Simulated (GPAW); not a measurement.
# AlCo (Pm-3m) in GPAW: further runs, part 3 of 3

GPAW 26.7.0.

## Step 6: Equation of state, LDA, collinear spin, ferromagnetic start

Contents of run.py:

```python
from ase import Atoms
from ase.eos import EquationOfState
from ase.io import Trajectory
from ase.units import GPa
from gpaw import GPAW, PW

atoms = Atoms(['Co', 'Al'],
              cell=[[2.81940321, 0.0, 0.0],
                    [0.0, 2.81940321, 0.0],
                    [0.0, 0.0, 2.81940321]],
              scaled_positions=[[0.5, 0.5, 0.5],
                                [0.0, 0.0, 0.0]],
              pbc=True)
atoms.set_initial_magnetic_moments([2.0, 0.0])

traj = Trajectory('eos.traj', 'w')
volumes, energies = [], []
for x in [0.94, 0.96, 0.98, 1.0, 1.02, 1.04, 1.06]:
    a = atoms.copy()
    a.set_cell(atoms.cell * x**(1 / 3), scale_atoms=True)
    calc = GPAW(mode=PW(600),
                xc='LDA',
                kpts={'size': (9, 9, 9), 'gamma': True},
                occupations={'name': 'fermi-dirac', 'width': 0.05},
                nbands=15,
                convergence={'density': 1e-05, 'energy': 1e-05},
                maxiter=150,
                txt=f'eos-{x:.2f}.txt')
    a.calc = calc
    energies.append(a.get_potential_energy(force_consistent=True))
    volumes.append(a.get_volume())
    p = -a.get_stress()[:3].mean() / GPa
    calc.write(f'eos-{x:.2f}.gpw')
    traj.write(a)
    print(f'{x:.2f} {volumes[-1]:10.4f} A^3 {energies[-1]:14.6f} eV {p:9.3f} GPa', flush=True)

v0, e0, B = EquationOfState(volumes, energies, eos='birchmurnaghan').fit()
print(f'V0 = {v0:.4f} A^3, E0 = {e0:.6f} eV, B0 = {B / GPa:.2f} GPa')
```

Potentials or basis: the program's PAW data sets (release 1.2.1) made for this functional, pw.

Run with:

```console
OMP_NUM_THREADS=1 python run.py
```

The program printed:

```text
__  _  _
 | _ |_)|_||  |
 |__||  | ||/\| - 26.7.0

Input parameters:
  mode=PW(ecut=600.0),
  convergence={'density': 1e-05, 'energy': 1e-05},
  kpts=MonkhorstPack(size=(9, 9, 9), gamma=True),
  maxiter=150,
  nbands=15,
  occupations=Occupations(name='fermi-dirac', width=0.05),
  xc=XC(name='LDA')

Diagonalizing LCAO Hamiltonian
Converting LCAO to pw mode
   .------.
  /|      |
 * |      |
 | .-Co---.
 |/      /
 Al-----*

Atoms  # Å, Bohr magnetons
|   | symbol |        x |        y |        z |    initial magnetic moments |
|---|--------|----------|----------|----------|-----------------------------|
| 0 |     Co | 1.380924 | 1.380924 | 1.380924 | ( 0.0000,  0.0000,  2.0000) |
| 1 |     Al | 0.000000 | 0.000000 | 0.000000 | ( 0.0000,  0.0000,  0.0000) |

Unit cell  # Å
| periodic |        x |        y |        z |  lengths |    angles |
|----------|----------|----------|----------|----------|-----------|
|      yes | 2.761848 | 0.000000 | 0.000000 | 2.761848 | 90.000000 |
|      yes | 0.000000 | 2.761848 | 0.000000 | 2.761848 | 90.000000 |
|      yes | 0.000000 | 0.000000 | 2.761848 | 2.761848 | 90.000000 |

Number of symmetries: 48
Symmetry operations  # r_c * U_cc + t_c -> r_c
|    | kind |            matrix            |
|----|------|------------------------------|
|  0 |  E   |  1, 0, 0,  0, 1, 0,  0, 0, 1 |
|  1 |  σ   |  1, 0, 0,  0, 1, 0,  0, 0,-1 |
|  2 |  σ   |  1, 0, 0,  0, 0, 1,  0, 1, 0 |
|  3 |  C4  |  1, 0, 0,  0, 0, 1,  0,-1, 0 |
|  4 |  C4  |  1, 0, 0,  0, 0,-1,  0, 1, 0 |
|  5 |  σ   |  1, 0, 0,  0, 0,-1,  0,-1, 0 |
|  6 |  σ   |  1, 0, 0,  0,-1, 0,  0, 0, 1 |
|  7 |  C2  |  1, 0, 0,  0,-1, 0,  0, 0,-1 |
|  8 |  σ   |  0, 1, 0,  1, 0, 0,  0, 0, 1 |
|  9 |  C2  |  0, 1, 0,  1, 0, 0,  0, 0,-1 |
| 10 |  C3  |  0, 1, 0,  0, 0, 1,  1, 0, 0 |
| 11 |  S6  |  0, 1, 0,  0, 0, 1, -1, 0, 0 |
| 12 |  S6  |  0, 1, 0,  0, 0,-1,  1, 0, 0 |
| 13 |  C3  |  0, 1, 0,  0, 0,-1, -1, 0, 0 |
| 14 |  C4  |  0, 1, 0, -1, 0, 0,  0, 0, 1 |
| 15 |  S4  |  0, 1, 0, -1, 0, 0,  0, 0,-1 |
| 16 |  C3  |  0, 0, 1,  1, 0, 0,  0, 1, 0 |
| 17 |  S6  |  0, 0, 1,  1, 0, 0,  0,-1, 0 |
| 18 |  σ   |  0, 0, 1,  0, 1, 0,  1, 0, 0 |
| 19 |  C4  |  0, 0, 1,  0, 1, 0, -1, 0, 0 |
| 20 |  C2  |  0, 0, 1,  0,-1, 0,  1, 0, 0 |
| 21 |  S4  |  0, 0, 1,  0,-1, 0, -1, 0, 0 |
| 22 |  S6  |  0, 0, 1, -1, 0, 0,  0, 1, 0 |
| 23 |  C3  |  0, 0, 1, -1, 0, 0,  0,-1, 0 |
| 24 |  S6  |  0, 0,-1,  1, 0, 0,  0, 1, 0 |
| 25 |  C3  |  0, 0,-1,  1, 0, 0,  0,-1, 0 |
| 26 |  C4  |  0, 0,-1,  0, 1, 0,  1, 0, 0 |
| 27 |  σ   |  0, 0,-1,  0, 1, 0, -1, 0, 0 |
| 28 |  S4  |  0, 0,-1,  0,-1, 0,  1, 0, 0 |
| 29 |  C2  |  0, 0,-1,  0,-1, 0, -1, 0, 0 |
| 30 |  C3  |  0, 0,-1, -1, 0, 0,  0, 1, 0 |
| 31 |  S6  |  0, 0,-1, -1, 0, 0,  0,-1, 0 |
| 32 |  C4  |  0,-1, 0,  1, 0, 0,  0, 0, 1 |
| 33 |  S4  |  0,-1, 0,  1, 0, 0,  0, 0,-1 |
| 34 |  S6  |  0,-1, 0,  0, 0, 1,  1, 0, 0 |
| 35 |  C3  |  0,-1, 0,  0, 0, 1, -1, 0, 0 |
| 36 |  C3  |  0,-1, 0,  0, 0,-1,  1, 0, 0 |
| 37 |  S6  |  0,-1, 0,  0, 0,-1, -1, 0, 0 |
| 38 |  σ   |  0,-1, 0, -1, 0, 0,  0, 0, 1 |
| 39 |  C2  |  0,-1, 0, -1, 0, 0,  0, 0,-1 |
| 40 |  σ   | -1, 0, 0,  0, 1, 0,  0, 0, 1 |
| 41 |  C2  | -1, 0, 0,  0, 1, 0,  0, 0,-1 |
| 42 |  C2  | -1, 0, 0,  0, 0, 1,  0, 1, 0 |
| 43 |  S4  | -1, 0, 0,  0, 0, 1,  0,-1, 0 |
| 44 |  S4  | -1, 0, 0,  0, 0,-1,  0, 1, 0 |
| 45 |  C2  | -1, 0, 0,  0, 0,-1,  0,-1, 0 |
| 46 |  C2  | -1, 0, 0,  0,-1, 0,  0, 0, 1 |
| 47 |  i   | -1, 0, 0,  0,-1, 0,  0, 0,-1 |

BZ-sampling:
  Number of BZ points: 729
  Number of IBZ points: 35

  Monkhorst-Pack size: [9, 9, 9]
  Monkhorst-Pack shift: [0, 0, 0]

K-points  # in reciprocal-cell coordinates
|     |                                coordinates |     weight |
|-----|--------------------------------------------|------------|
|   0 | (  0.00000000,   0.00000000,   0.00000000) | 0.00137174 |
|   1 | (  0.11111111,   0.00000000,   0.00000000) | 0.00823045 |
|   2 | (  0.11111111,   0.11111111,   0.00000000) | 0.01646091 |
|   3 | (  0.11111111,   0.11111111,   0.11111111) | 0.01097394 |
|   4 | (  0.22222222,   0.00000000,   0.00000000) | 0.00823045 |
|   5 | (  0.22222222,   0.11111111,   0.00000000) | 0.03292181 |
|   6 | (  0.22222222,   0.11111111,   0.11111111) | 0.03292181 |
|   7 | (  0.22222222,   0.22222222,   0.00000000) | 0.01646091 |
|   8 | (  0.22222222,   0.22222222,   0.11111111) | 0.03292181 |
|   9 | (  0.22222222,   0.22222222,   0.22222222) | 0.01097394 |
| ... |                                            |            |
|  34 | (  0.44444444,   0.44444444,   0.44444444) | 0.01097394 |

Plane wave coefficients: 739
Cutoff: 600.0 eV

Spin-components: 2 (collinear spins)
Bands:           15
Projectors:      11
Spin-degeneracy: 1
Datatype:        complex128

Parallelization:
  kpt:    1
  domain: 1
  band:   1

Density:
  Valence electrons: 12.0
  Components: 2
  Grid points: [16 16 16]
  Charge: 0.0  # |e|

Potential:
  Grid points: [16 16 16]

species:
  Co:
    name:    Cobalt
    Z:       27.0
    valence: 9
    core:    18
    charge:  0.0  # [|e|]
    compensation charges:
      type: gauss
      rc: 0.32  # [Å]
      lmax: 2
    cutoffs:
      filter: 1.87  # [Å]
      core: 2.55  # [Å]
    projectors
    | kind |    occ | energy [eV] | rcut [Å] |
    |------|--------|-------------|----------|
    |   4s |  2.000 |      -5.672 |    1.005 |
    |   4p |  0.000 |      -1.387 |    1.058 |
    |   3d |  7.000 |      -8.461 |    1.005 |
    |    s |        |      21.539 |    1.005 |
    |    p |        |      25.825 |    1.058 |
    |    d |        |      18.750 |    1.005 |

    Using partial waves for Co as LCAO basis

  Al:
    name:    Aluminium
    Z:       13.0
    valence: 3
    core:    10
    charge:  0.0  # [|e|]
    compensation charges:
      type: gauss
      rc: 0.34  # [Å]
      lmax: 2
    cutoffs:
      filter: 1.91  # [Å]
      core: 2.36  # [Å]
    projectors
    | kind |    occ | energy [eV] | rcut [Å] |
    |------|--------|-------------|----------|
    |   3s |  2.000 |      -7.830 |    1.085 |
    |   3p |  1.000 |      -2.783 |    1.085 |
    |    s |        |      19.382 |    1.085 |
    |    p |        |      24.428 |    1.085 |
    |    d |        |       0.000 |    1.085 |

    Using partial waves for Al as LCAO basis

Reference energy: -44416.688011  # eV

eigensolver:
  PPCG
  Converge bands: occupied
  niter=2

density mixing:
  MSR1-Mixer
  Pratt-step length: 0.05
  Maximum mixing coefficient: 0.75
  Old densities: 10
  SVD Regularization: 0.005
  Good broyden scale: 1.0
  Trust region scale: 1.0
  Backstep threshold: 4.0
  History deletion threshold: 6.0
  Fourier metric: weight=20.0, sigma=0.015

occupation numbers:
  Fermi-Dirac:
    width: 0.0500  # eV

poisson solver:
  ecut: 4800.0  # eV

xc functional:
  name: None

convergence criteria:
- Maximum integral of absolute [dens]ity change: 1e-05 electrons / valence electron
- Maximum [total energy] change in last 3 cyles: 1e-05 eV / valence electron
- Maximum integral of absolute [eigenst]ate change: 4e-08 eV^2 / valence electron
maximum number of iterations: 150

SCF iterations
|iter     | |      energy | eigst |  dens |  magmom |
|---------|-|-------------|-------|-------|---------|
|iter:   1| |  -14.527161 | +0.66 |       |  +2.0063|
|iter:   2| |  -14.523062 | -1.78 | -0.76 |  +1.9365|
|iter:   3| |  -14.944328 | -1.81 | -0.79 |  +1.1112|
|iter:   4| |  -14.891050 | -1.62 | -0.89 |  +0.2858|
|iter:   5| |  -14.911092 | -2.87 | -1.41 |  -0.0267|
|iter:   6| |  -14.919757 | -3.52 | -1.71 |  +0.0106|
|iter:   7| |  -14.921808 | -4.00 | -2.08 |  -0.0189|
|iter:   8| |  -14.921909 | -5.40 | -2.64 |  -0.0001|
|iter:   9| |  -14.921910c| -6.95 | -3.60 |  -0.0007|
|iter:  10| |  -14.921910c| -7.97c| -4.02 |  +0.0001|
|iter:  11| |  -14.921910c| -8.18c| -4.89 |  -0.0000|
|iter:  12| |  -14.921910c| -9.22c| -5.62c|  +0.0000|

Converged in 12 steps
Energy contributions relative to reference atoms: (reference = -44416.688011)

Energy contributions:
  Kinetic:          27.296258
  Coulomb:         -20.092305
  Zero:             -0.061154
  External:          0.000000
  Xc:              -22.062911
  Entropy:          -0.003596
  Spinorbit:         0.000000
  ----------------------------
  Free energy:     -14.923708
  Extrapolated:    -14.921910

dipole moment: (-4.738468, -4.738468, -4.738468)  # |e|*Ang

Total magnetic moment: (0.000000, 0.000000, 0.000000)

Local magnetic moments
|        x |        y |        z |
|----------|----------|----------|
| 0.000000 | 0.000000 | 0.000002 |  # Co   0
| 0.000000 | 0.000000 | 0.000000 |  # Al   1

Fermi level: 11.076
Eigenvalues  # (at kpt = [0.000, 0.000, 0.000])
| band index |      eig [eV] | occ [0-1] |      eig [eV] | occ [0-1] |
|------------|---------------|-----------|---------------|-----------|
|          0 |        -0.641 |     1.000 |        -0.641 |     1.000 |
|          1 |         7.635 |     1.000 |         7.635 |     1.000 |
|          2 |         7.635 |     1.000 |         7.635 |     1.000 |
|          3 |        10.186 |     1.000 |        10.186 |     1.000 |
|          4 |        10.186 |     1.000 |        10.186 |     1.000 |
|          5 |        10.186 |     1.000 |        10.186 |     1.000 |
|          6 |        17.521 |     0.000 |        17.521 |     0.000 |
|          7 |        17.521 |     0.000 |        17.521 |     0.000 |
|          8 |        17.521 |     0.000 |        17.521 |     0.000 |
|          9 |        20.310 |     0.000 |        20.310 |     0.000 |
|         10 |        20.310 |     0.000 |        20.310 |     0.000 |
|         11 |        27.934 |     0.000 |        27.934 |     0.000 |
|         12 |        33.846 |     0.000 |        33.846 |     0.000 |
|         13 |        33.846 |     0.000 |        33.846 |     0.000 |
|         14 |        33.846 |     0.000 |        33.846 |     0.000 |

No gap
No difference between direct/indirect transitions

Stress tensor  # eV/Ang^3
|         x |         y |         z |
|-----------|-----------|-----------|
| -0.054557 | -0.000000 |  0.000000 |
| -0.000000 | -0.054557 |  0.000000 |
|  0.000000 |  0.000000 | -0.054557 |

# Writing to eos-0.94.gpw (mode='')
```

Run time: 99 s. Hardware: 1 thread of Arm Neoverse V2, shared host; peak memory 0.21 GiB.

What came out:

| Quantity | Value |
| --- | --- |
| Equilibrium volume | 10.98 Å³/atom |
| Bulk modulus | 210 GPa |
| Pressure derivative of the bulk modulus | 4.5 |

Energy against volume, from the lowest point:
```
volume (Å³/atom)  energy (meV/atom)
          10.533              12.83
          10.758               3.12
          10.982               0.00
          11.206               2.97
          11.430              11.26
          11.654              24.30
          11.878              41.62
```

## Step 7: The runs side by side

```csv
task,level,potentials or basis,U,band path,band points,pressure (GPa),moment (μB)
band structure,PBEsol+U,"PAW data sets generated in the run's folder for this functional, pw",Co d U = 4 eV,"GXMGRX,MR",100,5.9,0.62
band structure,PBEsol+U,"PAW data sets generated in the run's folder for this functional, pw",Co d U = 6 eV,"GXMGRX,MR",100,25.8,1.41
band structure,PBEsol+U,"PAW data sets generated in the run's folder for this functional, pw",Co d U = 8 eV,"GXMGRX,MR",100,32.7,1.59
equation of state,LDA,"the program's PAW data sets (release 1.2.1) made for this functional, pw",-,-,-,-,-
```

Alike in all rows: spin collinear, ferromagnetic start; cell as given; k mesh 9 × 9 × 9; cutoff (eV) 600; smearing fermi-dirac 0.05 eV.

Caveats: the U is typed as a test and isn't derived for this compound (some runs); a pressure of tens of GPa on the cell as given is suspect, and the run, the potentials or the cell itself is likely at fault (some runs).

Total energies depend on the potentials used, so only differences within one code and one set of settings carry meaning.
